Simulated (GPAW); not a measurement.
**KCl (Sylvite): single point with LDA**

**Experimental background.**

A printed reference work, monograph reports, for a bulk crystal of KCl: band gap 8.68 eV.

KCl (Sylvite):

```
K Cl
1.0
     0.00000    3.14647    3.14647
     3.14647    0.00000    3.14647
     3.14647    3.14647    0.00000
K Cl
1 1
Cartesian
  0.0000 0.0000 0.0000
  3.1465 3.1465 3.1465
```

```json
{"Program": "GPAW 26.7.0", "Task": "single point", "Functional": "LDA", "Potentials or basis": "the program's PAW data sets (release 1.2.1) made for this functional", "Cutoff": "450 eV", "Basis": "pw", "k mesh": "6 × 6 × 6", "Occupations": "fermi-dirac, width 0.05 eV", "Spin": "no spin polarisation"}
```

```
Pressure               : -2.4 GPa
Band gap on the k mesh : 4.75 eV, direct
```

Levels at points of the mesh, in eV from the valence-band top:
| k point | band 4 | band 5 | band 6 | band 7 | band 8 | band 9 | band 10 | band 11 | band 12 |
| --- | --- | --- | --- | --- | --- | --- | --- | --- | --- |
| (0.00, 0.00, 0.00) | -10.55 | -10.55 | 0.00 | 0.00 | 0.00 | 4.75 | 8.07 | 8.07 | 8.07 |
| (0.50, 0.50, 0.00) | -10.61 | -10.61 | -0.70 | -0.24 | -0.24 | 6.17 | 7.96 | 9.64 | 9.97 |
| (0.50, 0.50, 0.50) | -10.56 | -10.30 | -1.13 | -0.34 | -0.34 | 7.17 | 8.25 | 10.23 | 10.24 |

Run time: 6.2 s on 1 thread of Intel(R) Xeon(R) Platinum 8488C (Sapphire Rapids) (shared host), peak memory 0.14 GiB.

Measured gap of KCl: 8.68 eV (a printed reference work, monograph). This calculation gives 4.75 eV (-3.93 eV). The value is that of LDA, without temperature or zero-point motion. Semilocal functionals fall short of measured gaps as a rule.

Caveat: the cutoff is short for stress and forces, so pressures can be off by a GPa or more.
